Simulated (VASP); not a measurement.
A run of VASP 6.6.1 is set up as follows.

The input INCAR:

```
SYSTEM = NaI
PREC = Accurate
ENCUT = 520
EDIFF = 1E-7
ISMEAR = 0
SIGMA = 0.05
LREAL = .FALSE.
LASPH = .TRUE.
NELM = 150
ALGO = Normal
ISIF = 2
LWAVE = .FALSE.
LCHARG = .FALSE.
ISPIN = 2
MAGMOM = 0.5 0.5
LORBIT = 11
GGA = PE
NBANDS = 18
```

The input KPOINTS:

```
Automatic mesh
0
G
  1 1 21
  0 0 0
```

File POSCAR:

```
NaI
1.0
   11.6000000000      0.0000000000      0.0000000000
    0.0000000000      9.3000000000      0.0000000000
    0.0000000000      0.0000000000      5.7553089965
Na I
1 1
Direct
    0.4973627733      0.5000000000      0.0000000000
    0.5026372267      0.5000000000      0.5000000000
```

Potentials or basis: VASP PAW PBE potentials, release 64 (Na_pv, I).

The run is started by

```sh
$ cat potpaw_PBE.64/Na_pv/POTCAR potpaw_PBE.64/I/POTCAR > POTCAR
$ mpirun -np 1 vasp_std > vasp.out
```

(1) What does it give for the band gap on the k mesh?

(2) Predict the net moment.

## Answers

(1) 3.96 eV, indirect (least direct gap 4.01 eV).

(2) 0.00 μB per cell.

Caveat: spin-orbit coupling is left out, which moves the levels of the heavy elements.
